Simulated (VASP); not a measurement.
Write the native input for VASP 6.6.1 that does the following.

```yaml
Task: relaxation of cell and atoms
Functional: PBEsol
Potentials_or_basis: VASP PAW PBE potentials, release 64 (Hf_pv, N)
Cutoff: 600 eV
k_mesh: 14 × 14 × 14
Occupations: methfessel-paxton, width 0.1 eV
Spin: no spin polarisation
Further_INCAR_settings: ALGO = Normal; EDIFF = 1e-06; IBRION = 2; EDIFFG = -0.01; NSW = 90; ISIF = 3
```

The structure of HfN lies in POSCAR:

```
HfN
1.0
    0.0000000000      2.2560000000      2.2560000000
    2.2560000000      0.0000000000      2.2560000000
    2.2560000000      2.2560000000      0.0000000000
Hf N
1 1
Direct
    0.0000000000      0.0000000000      0.0000000000
    0.5000000000      0.5000000000      0.5000000000
```

These files were run (other wordings do the same):

INCAR

```
SYSTEM = HfN
PREC = Accurate
ENCUT = 600
EDIFF = 1E-6
ISMEAR = 1
SIGMA = 0.1
LREAL = .FALSE.
LASPH = .TRUE.
NELM = 80
ALGO = Normal
ISIF = 3
LWAVE = .FALSE.
LCHARG = .FALSE.
GGA = PS
IBRION = 2
NSW = 90
EDIFFG = -0.01
KPAR = 2
```

KPOINTS

```
regular mesh
0
G
  14 14 14
  0 0 0
```

Potentials or basis: VASP PAW PBE potentials, release 64 (Hf_pv, N).

The run is started by

```sh
$ cat potpaw_PBE.64/Hf_pv/POTCAR potpaw_PBE.64/N/POTCAR > POTCAR
$ mpirun -np 2 vasp_std > vasp.out
```

It gave:

```
Relaxed volume                         : 11.31 Å³/atom
Relaxed cell                           : a = 3.175 Å, b = 3.175 Å, c = 3.175 Å, α = 60.00°, β = 60.00°, γ = 60.00°
Space group after relaxing (to 0.05 Å) : Fm-3m (No. 225)
Energy gained by relaxing              : 2.3 meV/atom
Ionic steps                            : 3
Pressure after relaxing                : 0.0 GPa
Band gap on the k mesh                 : none (metal or under the smearing width)
```

Caveat: the PAW data sets were made with another functional, which shifts forces and pressure a little.

Run time: 35 s on 2 MPI ranks on AMD EPYC 7R13 Processor (Zen 3), on a shared host, peak memory 0.16 GiB a rank.
